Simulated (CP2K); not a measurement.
# CdTe (F-43m) in CP2K: notebook

The runs below take CdTe through single point, with PBEsol, RPBE, revPBE, BLYP, TPSS.

Program: CP2K 2026.2. These are calculated values, not measurements. Logs are shortened: lines on timing, memory, paths and dates and some standing lists are left out, and cuts for length are marked.

**The experiment to reproduce.**

From a printed reference work, data compilation, for a bulk crystal of CdTe at 0 K: band gap 1.607 eV.

How close the calculation comes is told below.

**1. The crystal as given**

Symmetry: F-43m, No. 216, cubic system. The conventional cell has a = 6.410 Å, b = 6.410 Å, c = 6.410 Å, α = 90.00°, β = 90.00°, γ = 90.00°. Te (site symmetry -43m) is surrounded by 4 Cd at 2.78 Å. Cd (site symmetry -43m) is surrounded by 4 Te at 2.78 Å.

**2. Single point, PBEsol**

File cdte_scf.inp:

```
&GLOBAL
  PROJECT cdte_scf
  RUN_TYPE ENERGY_FORCE
  PRINT_LEVEL LOW
&END GLOBAL
&FORCE_EVAL
  METHOD QS
  STRESS_TENSOR ANALYTICAL
  &DFT
    BASIS_SET_FILE_NAME BASIS_MOLOPT_UZH
    POTENTIAL_FILE_NAME POTENTIAL_UZH
    &MGRID
      CUTOFF 675
      REL_CUTOFF 60
      NGRIDS 4
    &END MGRID
    &QS
      METHOD GPW
      EPS_DEFAULT 1.0E-9
    &END QS
    &KPOINTS
      SCHEME MONKHORST-PACK 7 7 7
      GAMMA_CENTERED T
      SYMMETRY T
      SYMMETRY_BACKEND SPGLIB
    &END KPOINTS
    &SCF
      SCF_GUESS ATOMIC
      EPS_SCF 1.0E-6
      MAX_SCF 100
      ADDED_MOS 10
      CHOLESKY OFF
      EPS_EIGVAL 1.0E-7
      &DIAGONALIZATION ON
        ALGORITHM STANDARD
      &END DIAGONALIZATION
      &MIXING ON
        METHOD BROYDEN_MIXING
        ALPHA 0.4
        BETA 1.5
        NBUFFER 8
      &END MIXING
      &SMEAR ON
        METHOD FERMI_DIRAC
        ELECTRONIC_TEMPERATURE [K] 580.226
      &END SMEAR
    &END SCF
    &XC
      &XC_FUNCTIONAL
        &GGA_X_PBE_SOL
        &END GGA_X_PBE_SOL
        &GGA_C_PBE_SOL
        &END GGA_C_PBE_SOL
      &END XC_FUNCTIONAL
    &END XC
    &PRINT
      &KPOINTS ON
      &END KPOINTS
      &MULLIKEN ON
      &END MULLIKEN
      &MO ON
        ENERGIES T
        OCCUPATION_NUMBERS T
        &EACH
          QS_SCF 0
        &END EACH
        ADD_LAST NUMERIC
      &END MO
      &E_DENSITY_CUBE ON
        STRIDE 1
      &END E_DENSITY_CUBE
      &V_HARTREE_CUBE ON
        STRIDE 1
      &END V_HARTREE_CUBE
      &ELF_CUBE ON
        STRIDE 1
      &END ELF_CUBE
    &END PRINT
  &END DFT
  &SUBSYS
    &CELL
      ABC 4.5325544674 4.5325544674 4.5325544674
      ALPHA_BETA_GAMMA 60.0000000004 59.9999999999 60.0000000000
      PERIODIC XYZ
    &END CELL
    &COORD
      SCALED
      Te  0.7500000000 0.7500000000 0.7500000000
      Cd  0.0000000000 0.0000000000 0.0000000000
    &END COORD
    &KIND Te
      BASIS_SET TZVP-MOLOPT-PBE-GTH-q6
      POTENTIAL GTH-PBE-q6
    &END KIND
    &KIND Cd
      BASIS_SET TZVP-MOLOPT-PBE-GTH-q12
      POTENTIAL GTH-PBE-q12
    &END KIND
    &PRINT
      &ATOMIC_COORDINATES ON
      &END ATOMIC_COORDINATES
      &CELL ON
      &END CELL
    &END PRINT
  &END SUBSYS
  &PRINT
    &FORCES ON
    &END FORCES
    &STRESS_TENSOR ON
    &END STRESS_TENSOR
  &END PRINT
&END FORCE_EVAL
```

Potentials or basis: POTENTIAL_UZH Te GTH-PBE-q6, Cd GTH-PBE-q12; TZVP-MOLOPT-PBE-GTH basis.

Launch:

```
$ OMP_NUM_THREADS=1 cp2k.psmp -i cdte_scf.inp -o cdte_scf.out
```

cdte_scf.out:

```text

 CP2K| version string:                                       CP2K version 2026.2
 CP2K| Input file name                                              cdte_scf.inp

 GLOBAL| Force Environment number                                              1
 GLOBAL| Basis set file name                                    BASIS_MOLOPT_UZH
 GLOBAL| Potential file name                                       POTENTIAL_UZH
 GLOBAL| MM Potential file name                                     MM_POTENTIAL
 GLOBAL| Coordinate file name                                      __STD_INPUT__
 GLOBAL| Method name                                                        CP2K
 GLOBAL| Project name                                                   cdte_scf
 GLOBAL| Run type                                                   ENERGY_FORCE
 GLOBAL| FFT library                                                       FFTW3
 GLOBAL| Diagonalization library                                       ScaLAPACK
 GLOBAL| Cholesky decomposition library                                ScaLAPACK
 GLOBAL| DGEMM library                                                      BLAS
 GLOBAL| Direct generalized diagonalization requested                          F
 GLOBAL| Matrix multiplication library                                 ScaLAPACK
 GLOBAL| Global print level                                                  LOW
 GLOBAL| Total number of message passing processes                             1
 GLOBAL| Number of threads for this process                                    1
 GLOBAL| CPU model name                                                  UNKNOWN

 CELL| Volume [angstrom^3]:                                            65.843680
 CELL| Vector a [angstrom]:       4.533     0.000     0.000   |a| =     4.532554
 CELL| Vector b [angstrom]:       2.266     3.925     0.000   |b| =     4.532554
 CELL| Vector c [angstrom]:       2.266     1.308     3.701   |c| =     4.532554
 CELL| Angle (b,c), alpha [degree]:                                    60.000000
 CELL| Angle (a,c), beta  [degree]:                                    60.000000
 CELL| Angle (a,b), gamma [degree]:                                    60.000000
 CELL| Numerically orthorhombic:                                              NO
 CELL| Periodicity                                                           XYZ

 CELL_REF| Volume [angstrom^3]:                                        65.843680
 CELL_REF| Vector a [angstrom     4.533     0.000     0.000   |a| =     4.532554
 CELL_REF| Vector b [angstrom     2.266     3.925     0.000   |b| =     4.532554
 CELL_REF| Vector c [angstrom     2.266     1.308     3.701   |c| =     4.532554
 CELL_REF| Angle (b,c), alpha [degree]:                                60.000000
 CELL_REF| Angle (a,c), beta  [degree]:                                60.000000
 CELL_REF| Angle (a,b), gamma [degree]:                                60.000000
 CELL_REF| Numerically orthorhombic:                                          NO
 CELL_REF| Periodicity                                                       XYZ

 GENERATE|  Preliminary Number of Bonds generated:                             0
 GENERATE|  Achieved consistency in connectivity generation.

 *******************************************************************************
 *******************************************************************************
 **            Copyright (C) by CP2K developers group (2000-2026)             **
 *******************************************************************************

 TOTAL NUMBERS AND MAXIMUM NUMBERS

  Total number of            - Atomic kinds:                                   2
                             - Atoms:                                          2
                             - Shell sets:                                     2
                             - Shells:                                        17
                             - Primitive Cartesian functions:                  9
                             - Cartesian basis functions:                     58
                             - Spherical basis functions:                     51

  Maximum angular momentum of- Orbital basis functions:                        3
                             - Local part of the GTH pseudopotential:          0
                             - Non-local part of the GTH pseudopotential:      4

 MODULE QUICKSTEP: ATOMIC COORDINATES IN ANGSTROM

   Atom Kind Element         X             Y             Z       Z(eff)     Mass
      1    1 Te   52      6.798832      3.925307      2.775611   6.0000 127.6000
      2    2 Cd   48      0.000000      0.000000      0.000000  12.0000 112.4110

 SCF PARAMETERS         Density guess:                                    ATOMIC
                        --------------------------------------------------------
                        max_scf:                                             100
                        max_scf_history:                                       0
                        max_diis:                                              4
[... 26 lines left out ...]
 BRILLOUIN| K-Point point group symmetrization                                ON
 BRILLOUIN| Symmetry backend                                             SPGLIB
 BRILLOUIN| Symmetry reduction method                                    SPGLIB
 BRILLOUIN| Wavefunction type                                            COMPLEX
 BRILLOUIN| List of Kpoints [2 Pi/Bohr]                                       20
 BRILLOUIN| Number           Weight            X              Y              Z
 BRILLOUIN|     1           0.02332       -0.42857       -0.42857       -0.42857
 BRILLOUIN|     2           0.06997       -0.42857       -0.42857       -0.28571
 BRILLOUIN|     3           0.06997       -0.42857       -0.42857       -0.14286
 BRILLOUIN|     4           0.01749       -0.42857       -0.42857        0.00000
 BRILLOUIN|     5           0.03499       -0.42857       -0.42857        0.14286
 BRILLOUIN|     6           0.06997       -0.42857       -0.42857        0.28571
[... 12 lines left out ...]
 BRILLOUIN|    19           0.01749       -0.14286       -0.14286        0.00000
 BRILLOUIN|    20           0.00292        0.00000        0.00000        0.00000
 *******************************************************************************

 Extrapolation method: initial_guess

 Number of electrons:                                                         18
 Number of occupied orbitals:                                                  9
 Number of molecular orbitals:                                                19

 Number of orbital functions:                                                 51
 Number of independent orbital functions:                                     51

 SCF WAVEFUNCTION OPTIMIZATION

  Step     Update method      Time    Convergence         Total energy    Change
  ------------------------------------------------------------------------------
     1 NoMix/Diag. 0.40E+00    1.0     1.28003693       -54.2419713404 -5.42E+01
     2 Broy./Diag. 0.40E+00    1.0     0.02981839       -54.4989986626 -2.57E-01
     3 Broy./Diag. 0.40E+00    1.0     0.07361651       -54.2552418274  2.44E-01
     4 Broy./Diag. 0.40E+00    1.0     0.01369725       -54.1198082733  1.35E-01
     5 Broy./Diag. 0.40E+00    1.0     0.00120530       -54.1598999609 -4.01E-02
     6 Broy./Diag. 0.40E+00    1.0     0.00122068       -54.1700575360 -1.02E-02
     7 Broy./Diag. 0.40E+00    1.0     0.00107970       -54.1629032802  7.15E-03
     8 Broy./Diag. 0.40E+00    1.0     0.00149593       -54.1586188374  4.28E-03
     9 Broy./Diag. 0.40E+00    1.1     0.00012705       -54.1587645037 -1.46E-04
    10 Broy./Diag. 0.40E+00    1.1     0.00003298       -54.1590624728 -2.98E-04
    11 Broy./Diag. 0.40E+00    1.1     0.00002948       -54.1591277221 -6.52E-05
    12 Broy./Diag. 0.40E+00    1.1     0.00000537       -54.1591693064 -4.16E-05
    13 Broy./Diag. 0.40E+00    1.0     0.00000949       -54.1591888554 -1.95E-05
    14 Broy./Diag. 0.40E+00    1.1     0.00000100       -54.1592091776 -2.03E-05

  *** SCF run converged in    14 steps ***

  Electronic density on regular grids:        -17.9999999824        0.0000000176
  Core density on regular grids:               17.9999999715       -0.0000000285
  Total charge density on r-space grids:       -0.0000000110
  Total charge density g-space grids:          -0.0000000110

  Overlap energy of the core charge distribution:               0.00000000238372
  Self energy of the core charge distribution:                -91.51912444774888
  Core Hamiltonian energy:                                     27.58200540696182
  Hartree energy:                                              18.11728507069071
  Exchange-correlation energy:                                 -8.33937497809337
  Electronic entropic energy:                                  -0.00000023177460
  Fermi energy:                                                 0.14039648996899

  Total energy:                                               -54.15920917758854
  Total energy (extrapolated to T->0):                        -54.15920906170124

 MO| EIGENVALUES AND OCCUPATION NUMBERS FOR K POINT 1
 MO|
 MO|  Index      Eigenvalue [a.u.]        Eigenvalue [eV]             Occupation
 MO|      1              -0.277998              -7.564715               2.000000
 MO|      2              -0.181098              -4.927927               2.000000
 MO|      3              -0.181098              -4.927925               2.000000
 MO|      4              -0.172332              -4.689397               2.000000
 MO|      5              -0.172332              -4.689396               2.000000
 MO|      6              -0.161304              -4.389301               2.000000
[... 343 lines left out ...]
 MO|     18               0.702853              19.125607               0.000000
 MO|     19               0.702871              19.126085               0.000000
 MO| Sum:                                                              18.000000
 MO| E(Fermi):            0.140396 a.u.          3.820383 eV

 [... the levels of further k-points ...]

 The electron density is written in Cube    file format to the file:

 cdte_scf-ELECTRON_DENSITY-1_0.cube

 !-----------------------------------------------------------------------------!
                     Mulliken Population Analysis

 #  Atom  Element  Kind  Atomic population                           Net charge
       1     Te       1          6.569786                             -0.569786
       2     Cd       2         11.430214                              0.569786
 # Total charge                             18.000000                  0.000000

 !-----------------------------------------------------------------------------!

               ----- ELF is computed on the real space grid -----

 ELF is written in Cube    file format to the file:

 cdte_scf-ELF_S1-1_0.cube

 ENERGY| Total FORCE_EVAL ( QS ) energy [hartree]            -54.159207327311556

 FORCES| Atomic forces [hartree/bohr]
 FORCES|   Atom     x               y               z               |f|
 FORCES|      1 -6.36698856E-09  5.53373444E-08 -2.70516046E-06   2.70573389E-06
 FORCES|      2  6.27353568E-09 -5.53926344E-08  2.70512351E-06   2.70569786E-06
 FORCES| Sum    -9.34528766E-11 -5.52899910E-11 -3.69466682E-11
 FORCES| Total atomic force                                       1.14697339E-10

 STRESS| Analytical stress tensor [bar]
 STRESS|                        x                   y                   z
 STRESS|      x        2.88886284020E+04   1.84019310619E-02  -1.21036407511E-02
 STRESS|      y        1.84019310619E-02   2.88757276042E+04   1.11019818366E-01
 STRESS|      z       -1.21036407511E-02   1.11019818366E-01   2.88851892702E+04
 STRESS| 1/3 Trace                                             2.88831817588E+04
 STRESS| Determinant                                           2.40954519394E+13

 STRESS| Eigenvectors and eigenvalues of the analytical stress tensor [bar]
 STRESS|                        1                   2                   3
 STRESS| Eigenvalues   2.88757262751E+04   2.88851905316E+04   2.88886284698E+04
 STRESS|      x          -0.001437178351      0.003457586440      0.999992989783
 STRESS|      y           0.999930133007      0.011737925014      0.001396502840
 STRESS|      z          -0.011733014200      0.999925130303     -0.003474214361
```

Run time: 20 s. Hardware: 1 thread of Arm Neoverse V2, shared host; peak memory 0.41 GiB.

Results:

| Quantity | Value |
| --- | --- |
| Free energy | -1473.7470 eV |
| Pressure | 2.9 GPa |
| Band gap on the k mesh | 0.73 eV, direct |
| Mulliken charges | Te -0.57; Cd +0.57 e |

Caveat: Mulliken charges move with the basis; the potentials were made for another functional, which shifts forces and pressure; spin-orbit coupling is left out, which moves the levels of the heavy elements; the basis of atomic orbitals isn't converged, which shifts pressures, moduli and gaps.

[end of part 1 of 3]
